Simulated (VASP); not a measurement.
Set up this calculation in VASP 6.6.1, as the native input.

| Quantity | Value |
| --- | --- |
| Task | single point |
| Functional | PBE |
| Potentials or basis | VASP PAW PBE potentials, release 64 (Os) |
| Cutoff | 520 eV |
| k mesh | 12 × 12 × 12 |
| Occupations | fermi-dirac, width 0.05 eV |
| Spin | no spin polarisation |
| Further INCAR settings | ALGO = Normal; EDIFF = 1e-07; NBANDS = 10 |

The structure of Os lies in POSCAR:

```
Os
1.0
    0.0000000000      1.9450000000      1.9450000000
    1.9450000000      0.0000000000      1.9450000000
    1.9450000000      1.9450000000      0.0000000000
Os
1
Direct
    0.0000000000      0.0000000000      0.0000000000
```

This isn't the form of Os at room conditions, which is hcp.

These files were run (other wordings do the same):

INCAR

```
  PREC = Accurate
  ENCUT = 520
  EDIFF = 1E-7
  ISMEAR = -1
  SIGMA = 0.05
  LREAL = F
  LASPH = T
  NELM = 60
  ALGO = Normal
  ISIF = 2
  LWAVE = F
  LCHARG = T
  GGA = PE
  LELF = T
  LVHAR = T
  NBANDS = 10
```

KPOINTS

```
regular mesh
0
Gamma
  12 12 12
```

Potentials or basis: VASP PAW PBE potentials, release 64 (Os).

The run is started by

```console
$ cat potpaw_PBE.64/Os/POTCAR > POTCAR
$ mpirun -np 1 vasp_std > vasp.out
```

It gave:

```json
{"Pressure": "-10.3 GPa", "Band gap on the k mesh": "none (metal or under the smearing width)"}
```

Wall time 4.2 s on 1 thread of AMD EPYC 9R45 (Zen 5) (shared host), peak memory 0.1 GiB.
